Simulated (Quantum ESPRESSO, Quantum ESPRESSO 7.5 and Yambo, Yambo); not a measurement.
## Beyond one shot: KI (Fm-3m)

How far does self-consistency move the gap of KI (Fm-3m)?

Method: PBE and many-body steps on it, plane waves, in Quantum ESPRESSO 7.5 and Yambo 5.3.0.

## 1. Starting point

Symmetry: Fm-3m, No. 225, cubic system. Conventional cell: a = 7.066 Å, b = 7.066 Å, c = 7.066 Å, α = 90.00°, β = 90.00°, γ = 90.00°. Nearest to K lie 6 I at 3.53 Å. Nearest to I lie 6 K at 3.53 Å. Farther neighbours and most contacts between anions are not listed.

The cell and positions come from the Crystallography Open Database and are kept as given unless a step says otherwise. Spin-orbit coupling is left out unless a step names it.

## 2. Empty states on the mesh, 4×4×4 mesh, 147 bands

This step: Quantum ESPRESSO 7.5; DFT, PBE, plane waves, norm-conserving pseudopotentials.

The sums over transitions need many empty states on a uniform mesh; this step solves for them.

Contents of pw.in:

```
&control
  calculation = 'nscf'
  prefix = 'x'
  outdir = 'o'
  pseudo_dir = 'pseudo'
/
&system
  ibrav = 0
  nat = 2
  ntyp = 2
  ecutwfc = 76.0
  nbnd = 147
  force_symmorphic = .true.
/
&electrons
  conv_thr = 1e-9
  electron_maxstep = 80
  diago_full_acc = .true.
  diago_thr_init = 5e-6
/
ATOMIC_SPECIES
  K 39.098 K.upf
  I 126.9 I.upf
CELL_PARAMETERS angstrom
  0.0000000000 3.5327750000 3.5327750000
  3.5327750000 0.0000000000 3.5327750000
  3.5327750000 3.5327750000 -0.0000000000
ATOMIC_POSITIONS crystal
  K 0.0000000000 0.0000000000 0.0000000000
  I 0.5000000000 0.5000000000 0.5000000000
K_POINTS automatic
  4 4 4 0 0 0
```

Started as:

```
$ OMP_NUM_THREADS=1 mpirun -n 16 pw.x -nk 4 -in pw.in > pw.out
```

What it wrote:

```text
Program PWSCF v.7.5 starts

     This program is part of the open-source Quantum ESPRESSO suite
     for quantum simulation of materials; please cite
         "P. Giannozzi et al., J. Phys.:Condens. Matter 21 395502 (2009);
         "P. Giannozzi et al., J. Phys.:Condens. Matter 29 465901 (2017);
         "P. Giannozzi et al., J. Chem. Phys. 152 154105 (2020);
     in publications or presentations arising from this work. More details at

     Atomic positions and unit cell read from directory:
     o/x.save/

     Message from routine setup:
[...]
41.5888  42.7574  42.7574  43.4954  43.4954  43.5600  43.5600  43.5875
     [... 7 further rows ...]
    68.8451  68.8451  69.9535  69.9830  69.9830  70.1362  71.7432  71.7432
    72.7317  72.7317  73.0523

          k = 0.3536 0.0000 0.0000 (  6643 PWs)   bands (ev):

     [... further k-points ...]

     highest occupied, lowest unoccupied level (ev):     2.8348    6.8023

     XML data file, pseudopotentials, collected wavefunctions

=------------------------------------------------------------------------------=
   JOB DONE.
=------------------------------------------------------------------------------=
```

Wall time 6.1 s (16 MPI ranks of Intel Xeon 6975P-C (Granite Rapids), shared host); peak memory 1.2 GiB; 90 s of CPU time.

Numbers from this step:

```yaml
gap: 3.968 eV
k_of_the_valence_top: 0, 0, 0
k_of_the_conduction_bottom: 0, 0, 0
least_direct_gap: 3.968 eV
k_points_computed: 8
lowest_point_of_the_top_converged_band_above_the_valence_top: 67.9421 eV
```

On this mesh the gap is 3.968 eV.

The density comes from a self-consistent run that is not shown.

## 3. Conversion and set-up

This step: Yambo 5.3.0; conversion and set-up on PBE, plane waves, norm-conserving pseudopotentials.

The states are converted to the many-body program's format and the q mesh is built.

Started as:

```
$ (cd o/x.save; p2y > p2y.log; mv SAVE ../..); yambo > setup.log
```

What it wrote:

```text
 Yambo, version 5.3.0

 [02] CORE Variables Setup
 =========================

  [02.01] Unit cells
  ==================

  Cell kind             :  FCC
  Atoms in the cell     :  K  I
  number of K  atoms    :  1
  number of I  atoms    :  1

  List of atomic masses
  Mass of K     :  39.09800
  Mass of I     :  126.9000

  List of atomic coordinates    : [cc]
  K1       :  0.000000  0.000000  0.000000  order 1
  I1       :  6.675977  6.675977  6.675977  order 2

  Alat factors          :  6.675977  6.675977  6.675977 [a.u.]
  Direct lattice volume :  595.0789 [a.u.]
[...]
==========================================

 IBZ Q-points                                      :   8
 BZ  Q-points                                      :   64

 K/Q-points units:
 rlu = crystal or reduced units; cc = cartesian coordinates; iku = interal k-units

 Q [1]          [rlu]:  0.000000  0.000000  0.000000
 Q [2]          [rlu]: -0.66843E-18 -0.66843E-18  0.25000
 Q [3]          [rlu]:  0.13369E-17  0.13369E-17 -0.50000
[...]
Q [7]          [rlu]: -0.40852E-17 -0.50000     -0.50000
 Q [8]          [rlu]:  0.250000 -0.500000 -0.250000

  [03.01] X indexes
  =================

   [03.01.01] Sigma indexes
   ========================

 [06] Game Over & Game summary
```

Wall time 3.4 s (1 MPI rank); peak memory 0.26 GiB.

## 4. G0W0

G0W0 replaces the xc potential by the self-energy, built once from these orbitals. Only a window of levels is corrected, while the sums run over the empty bands that the input names.

This step: G0W0 on PBE, plane waves, norm-conserving pseudopotentials.

Contents of gw1.in:

```
HF_and_locXC
gw0
dyson
ppa
em1d
rim_cut
RandQpts= 1000000
RandGvec= 1 RL
EXXRLvcs= 76 Ry
VXCRLvcs= 304 Ry
Chimod= "HARTREE"
% BndsRnXp
 1 | 147 |
%
NGsBlkXp= 11 Ry
% LongDrXp
 1 | 1 | 1 |
%
% GbndRnge
 1 | 147 |
%
DysSolver= "n"
ExtendOut
PPAPntXp= 27.21138 eV
% QPkrange
 1 | 1 | 16 | 19 |
%
```

Started as:

```
$ OMP_NUM_THREADS=1 mpirun -n 16 yambo -F gw1.in -J gw1 -C gw1 > gw1.log
```

What it wrote:

```text
 Yambo, version 5.3.0

 [02] CORE Variables Setup
 =========================

  [... cell, symmetries and grids as in the set-up ...]

  [02.05] Energies & Occupations
  ==============================

  [X] === General ===
  [X] Electronic Temperature                        :  0.000000  0.000000 [eV K]
  [X] Bosonic    Temperature                        :  0.000000  0.000000 [eV K]
  [X] Finite Temperature mode                       : no
  [X] El. density                                   :  0.38557E+24 [cm-3]
  [X] Fermi Level                                   :  2.834754 [eV]

  [X] === Gaps and Widths ===
  [X] Conduction Band Min                           :  3.967594 [eV]
  [X] Valence Band Max                              :  0.000000 [eV]
  [X] Filled Bands                                  :  17
  [X] Empty Bands                                   :   18  147
  [X] Direct Gap                                    :  3.967594 [eV]
  [X] Direct Gap localized at k                     :  1
  [X] Indirect Gap                                  :  3.967594 [eV]
  [X] Indirect Gap between kpts                     :  1  1
  [X] Last valence band width                       :  0.596217 [eV]
  [X] 1st conduction band width                     :  2.515618 [eV]

 [03] Transferred momenta grid and indexing
 ==========================================

 IBZ Q-points                                      :   8
 BZ  Q-points                                      :   64

 K/Q-points units:
 rlu = crystal or reduced units; cc = cartesian coordinates; iku = interal k-units

 Q [1]          [rlu]:  0.000000  0.000000  0.000000
 Q [2]          [rlu]: -0.66843E-18 -0.66843E-18  0.25000
 Q [3]          [rlu]:  0.13369E-17  0.13369E-17 -0.50000
 Q [4]          [rlu]:  0.20426E-17  0.25000      0.25000
 Q [5]          [rlu]:  0.31425E-16  0.25000      0.50000
 Q [6]          [rlu]:  0.13369E-17  0.25000     -0.25000
 Q [7]          [rlu]: -0.40852E-17 -0.50000     -0.50000
 Q [8]          [rlu]:  0.250000 -0.500000 -0.250000

 [04] Coloumb potential Random Integration (RIM)
 ===============================================

  [04.01] RIM initialization
  ==========================

  * Diagonal components only detected *

  8 x (sBL volume)        :  0.052104 [a.u.]
  sBZ random points       :  1000000
  Points outside the sBZ  :   7968281
  RL volume               :  0.416836 [a.u.]
  Integrated volume       :  0.418495 [a.u.]

  [04.02] RIM integrals
  =====================

  Gamma point sphere radius             :  0.067750 [a.u.]
  Points outside the sphere             :   800476
  [Int_sBZ(q=0) 1/q^2]*(Vol_sBZ)^(-1/3) =:  7.776341
                                 should be <:  7.795600

  Summary of Coulomb integrals for non-metallic bands |Q|[au] RIM/Bare

  Q [1] 0.100000E-4 0.997530 * Q [2] 0.203768 1.068480
  Q [4] 0.235291 1.066792 * Q [6] 0.332752 1.029814
  Q [5] 0.390186 1.022655 * Q [3] 0.407536 1.020683
  Q [7] 0.470582 1.017590 * Q [8] 0.526126 1.014612

 [05] Dipoles
 ============

  [05.01] Setup: observables and procedures
  =========================================

 [06] Dynamic Dielectric Matrix (PPA)
 ====================================

 [SLK-Inversion]  Pools        :   4
 [SLK-Inversion]  BLACS grid   :  2  2

 [WR./gw1//ndb.pp]---------------------------------------------------------------
  Brillouin Zone Q/K grids (IBZ/BZ)                :    8   64    8   64
  RL vectors                                       :   7799 [WF]
  Coulomb cutoff potential                         : none
  Electronic Temperature                           :  0.000000 [K]
  Bosonic    Temperature                           :  0.000000 [K]
  PPA    diel. fun.  energies                      : Perdew, Burke & Ernzerhof(X)+Perdew, Burke & Ernzerhof(C)
  wavefunctions                                    : Perdew, Burke & Ernzerhof(X)+Perdew, Burke & Ernzerhof(C)
  Global Gauge                                     : length
  X matrix size                                    :   387
  X band range                                     :    1  147
  X e/h energy range                               : -1.000000 -1.000000 [eV]
  X Time ordering                                  : R
  X Hxc Kernel                                     : HARTREE
  X Drude frequency                                :  0.000000  0.000000
  X poles                                          :  100.0000 [o/o]
  RL vectors in the sum                            :   7799
  [r,Vnl] included                                 : yes
  Field direction                                  :  0.577350E-5  0.577350E-5  0.577350E-5
  BZ energy Double Grid                            : no
  BZ energy DbGd points                            : 0
  BZ Q point size factor                           : -1.000000
  X Optical Averaged directions                    : none

 [07] Local Exchange-Correlation + Non-Local Fock
 ================================================

 [VXC] Plane waves :   53377
 [EXS] Plane waves :   6735

 QP @ state[ 1 ] K range:  1  1
 QP @ state[ 1 ] b range:  16  19

 [xc] Functional : Perdew, Burke & Ernzerhof(X)+Perdew, Burke & Ernzerhof(C)
 [xc] LIBXC used to calculate xc functional
  PP Number of Atomic Species                      :  2
  NLCC RL compoments                               :   53377
  PP Number of Atomic Species                      :  2
  NLCC RL compoments                               :   53377

 [xc] E_xc :  -26.22147 [Ha]
      E_xc :  -52.44295 [Ry]

  Local XC kind (lXC) : Perdew, Burke & Ernzerhof(X)+Perdew, Burke & Ernzerhof(C)
  Non-Local XC kind (nlXC) : Hartree-Fock

  Corrections @ K [1] :  [eV]
 <16|nlXC|16> = -16.25155  0.26209E-17 <16|lXC|16> = -13.18414  0.000000
 <17|nlXC|17> = -16.25154  0.20504E-17 <17|lXC|17> = -13.18414  0.000000
 <18|nlXC|18> = -3.749263 -0.18192E-17 <18|lXC|18> = -7.190470 -0.18882E-15
 <19|nlXC|19> = -3.670814  0.55658E-18 <19|lXC|19> = -7.985021  0.000000

 [08] Dyson equation: Newton solver
 ==================================

  [08.01] G0W0 (W PPA)
  ====================

  [  GW  ] Bands range     :    1  147
  [GW/PPA] G damping       :  0.100000 [eV]

  QP @ state[ 1 ] K range:  1  1
  QP @ state[ 1 ] b range:  16  19

   Sc/G bands                                       :    1  147
   Sc/G damping                                     :  0.100000 ev
   Sc bands terminator                              : no
   Sx RL components                                 :   6735

   QP @ state[ 1 ] K range                          :  1  1
   QP @ state[ 1 ] b range                          :  16  19
   GF energies kind                                 : Perdew, Burke & Ernzerhof(X)+Perdew, Burke & Ernzerhof(C)
   GF WF`s kind                                     : Perdew, Burke & Ernzerhof(X)+Perdew, Burke & Ernzerhof(C)
   Xs energies kind                                 : Perdew, Burke & Ernzerhof(X)+Perdew, Burke & Ernzerhof(C)
   Xs WF`s kind                                     : Perdew, Burke & Ernzerhof(X)+Perdew, Burke & Ernzerhof(C)

 [11] Game Over & Game summary
```

Run time: 70 s. Hardware: 16 MPI ranks; peak memory 7.4 GiB; 18 min of CPU time.

This step gave:

```yaml
g0w0_gap_on_the_points_computed: 6.025 eV
starting_gap_on_the_mesh: 3.968 eV
k_of_the_valence_top: 0, 0, 0
k_of_the_conduction_bottom: 0, 0, 0
least_direct_g0w0_gap_on_the_computed_points: 6.025 eV
z_at_the_valence_top: 0.8264
z_at_the_conduction_bottom: 0.8632
```

The gap on the mesh goes from 3.97 eV to 6.02 eV, a correction of +2.06 eV.

## 5. evGW0, cycle 1

This step: evGW0 on PBE, plane waves, norm-conserving pseudopotentials.

gw3.in, as its differences from gw1.in of step 4:

```diff
@@ -25,3 +25,4 @@
 % QPkrange
- 1 | 1 | 16 | 19 |
+ 1 | 8 | 11 | 21 |
 %
+GfnQPdb= "E < ./gw2/ndb.QP"
```

Started as:

```
$ OMP_NUM_THREADS=1 mpirun -n 16 yambo -F gw3.in -J gw3,gw1_W -C gw3 > gw3.log
```

What it wrote:

```text
 Yambo, version 5.3.0

 [02] CORE Variables Setup
 =========================

  [... cell, symmetries and grids as in the set-up ...]

  [02.05] Energies & Occupations
  ==============================

  [X] === General ===
  [X] Electronic Temperature                        :  0.000000  0.000000 [eV K]
  [X] Bosonic    Temperature                        :  0.000000  0.000000 [eV K]
  [X] Finite Temperature mode                       : no
  [X] El. density                                   :  0.38557E+24 [cm-3]
  [X] Fermi Level                                   :  2.834754 [eV]

  [X] === Gaps and Widths ===
  [X] Conduction Band Min                           :  3.967594 [eV]
  [X] Valence Band Max                              :  0.000000 [eV]
  [X] Filled Bands                                  :  17
  [X] Empty Bands                                   :   18  147
  [X] Direct Gap                                    :  3.967594 [eV]
  [X] Direct Gap localized at k                     :  1
  [X] Indirect Gap                                  :  3.967594 [eV]
  [X] Indirect Gap between kpts                     :  1  1
  [X] Last valence band width                       :  0.596217 [eV]
  [X] 1st conduction band width                     :  2.515618 [eV]

 [03] Transferred momenta grid and indexing
 ==========================================

 IBZ Q-points                                      :   8
 BZ  Q-points                                      :   64

 K/Q-points units:
 rlu = crystal or reduced units; cc = cartesian coordinates; iku = interal k-units

 Q [1]          [rlu]:  0.000000  0.000000  0.000000
 Q [2]          [rlu]: -0.66843E-18 -0.66843E-18  0.25000
 Q [3]          [rlu]:  0.13369E-17  0.13369E-17 -0.50000
[...]
[G+QP] Indirect Gap                               :  6.024700 [eV]
  [G+QP] Indirect Gap between kpts                  :  1  1
  [G+QP] Last valence band width                    :  0.708513 [eV]
  [G+QP] 1st conduction band width                  :  2.898842 [eV]

  [coarse-grid] Minimum Bare Gap        [ev]:  3.967594
  [coarse-grid] Minimum Gap Correction  [ev]:  2.057106

  Eqp @ K [1]
  -189.0643 -131.1238 -131.1238 -131.1238  -46.5044  -46.5044  -46.4946  -46.4946
   -46.4946     -31.0544     -13.4733     -13.4743     -13.4735     -9.82306    -0.164280E-3   0.00000
  -0.297371E-4   6.02467      9.20479      9.20474      9.20490      9.95327      9.95327      13.1465
[...]
Eqp @ K [2]
[...]
Eqp @ K [3]
[...]
Eqp @ K [4]
[...]
Eqp @ K [5]
[...]
[... 2 further k-points ...]
  Eqp @ K [8]
[...]
13.83511  13.83511  16.17204  16.66450  16.66450  19.89049  20.88112  21.27239
   21.27239  22.37027  22.37027  22.95899  23.09175  23.38557  26.34509  26.34509

 [07] Dipoles
 ============

  [07.01] Setup: observables and procedures
  =========================================

 [08] Dynamic Dielectric Matrix (PPA)
 ====================================

   Sc/G bands                                       :    1  147
   Sc/G damping                                     :  0.100000 ev
   Sc bands terminator                              : no
   Sx RL components                                 :   6735

   QP @ state[ 1 ] K range                          :   1   8
   QP @ state[ 1 ] b range                          :  11  21
   GF energies kind                                 : Perdew, Burke & Ernzerhof(X)+Perdew, Burke & Ernzerhof(C)+ E < ./gw2/ndb.QP + @E Fit
   GF WF`s kind                                     : Perdew, Burke & Ernzerhof(X)+Perdew, Burke & Ernzerhof(C)
   Xs energies kind                                 : Perdew, Burke & Ernzerhof(X)+Perdew, Burke & Ernzerhof(C)
   Xs WF`s kind                                     : Perdew, Burke & Ernzerhof(X)+Perdew, Burke & Ernzerhof(C)

 [13] Game Over & Game summary
```

Wall time 9.5 min (16 MPI ranks); peak memory 9.6 GiB.

This step gave:

```
quasiparticle gap on the mesh                         : 6.188 eV
gap of the density functional on the mesh             : 3.968 eV
k of the valence top                                  : 0, 0, 0
k of the conduction bottom                            : 0, 0, 0
least direct quasiparticle gap on the computed points : 6.188 eV
Z at the valence top                                  : 0.8338
Z at the conduction bottom                            : 0.8853
```

Against G0W0 in Yambo (4×4×4 mesh, 147 bands, screening to 149.7 eV, Godby-Needs plasmon pole), the gap moves by +0.163 eV.

The program's own table gives 6.424 eV, which is too large where the input levels are shifted: this version takes Σc at the unshifted level E₀, yet steps from the shifted one. The value above is the Newton step from E₀, E₀ + Z(Σc + Σx − Vxc), rebuilt from the printed columns.

## 6. evGW0, cycle 2

The corrected levels of the last cycle go back in.

gw4.in, as its differences from gw3.in of step 5:

```diff
@@ -27,2 +27,2 @@
 %
-GfnQPdb= "E < ./gw2/ndb.QP"
+GfnQPdb= "E < ./gw3_fix/ndb.QP"
```

Started as:

```
$ OMP_NUM_THREADS=1 mpirun -n 16 yambo -F gw4.in -J gw4,gw1_W -C gw4 > gw4.log
```

What it wrote:

```text
 Yambo, version 5.3.0

 [02] CORE Variables Setup
 =========================

  [... cell, symmetries and grids as in the set-up ...]

  [02.05] Energies & Occupations
  ==============================

  [X] === General ===
  [X] Electronic Temperature                        :  0.000000  0.000000 [eV K]
  [X] Bosonic    Temperature                        :  0.000000  0.000000 [eV K]
  [X] Finite Temperature mode                       : no
  [X] El. density                                   :  0.38557E+24 [cm-3]
[...]
Sx RL components                                 :   6735

   QP @ state[ 1 ] K range                          :   1   8
   QP @ state[ 1 ] b range                          :  11  21
   GF energies kind                                 : Perdew, Burke & Ernzerhof(X)+Perdew, Burke & Ernzerhof(C)+ E < ./gw2/ndb.QP + @E Fit+ E < ./gw3_fix/
   GF WF`s kind                                     : Perdew, Burke & Ernzerhof(X)+Perdew, Burke & Ernzerhof(C)
   Xs energies kind                                 : Perdew, Burke & Ernzerhof(X)+Perdew, Burke & Ernzerhof(C)
   Xs WF`s kind                                     : Perdew, Burke & Ernzerhof(X)+Perdew, Burke & Ernzerhof(C)

 [13] Game Over & Game summary
```

The job ended after 9.3 min (16 MPI ranks; peak memory 9.6 GiB).

Numbers from this step:

```yaml
quasiparticle_gap_on_the_mesh: 6.201 eV
gap_of_the_density_functional_on_the_mesh: 3.968 eV
k_of_the_valence_top: 0, 0, 0
k_of_the_conduction_bottom: 0, 0, 0
least_direct_quasiparticle_gap_on_the_computed_points: 6.201 eV
```

Against the cycle before, the gap moves by +0.014 eV.

The program's own table gives 6.452 eV, which is too large where the input levels are shifted: this version takes Σc at the unshifted level E₀, yet steps from the shifted one. The value above is the Newton step from E₀, E₀ + Z(Σc + Σx − Vxc), rebuilt from the printed columns.

[end of part 1 of 2]

[Paths, hosts, dates, memory and timing lines, banners, echoed tables and standing remarks are left out of the program output.]

[Logs are printed without paths, hosts, clocks, repeated set-up lines and the standing remarks that a program may print on its own settings, such as how far it seeks lower states.]

[Runs of the session that timed out or met a known fault of the program may be left out.]

[Hosts, paths, dates, database ids (printed as entryN), source tags and the programs' standing remarks are cut or masked in the printed files.]
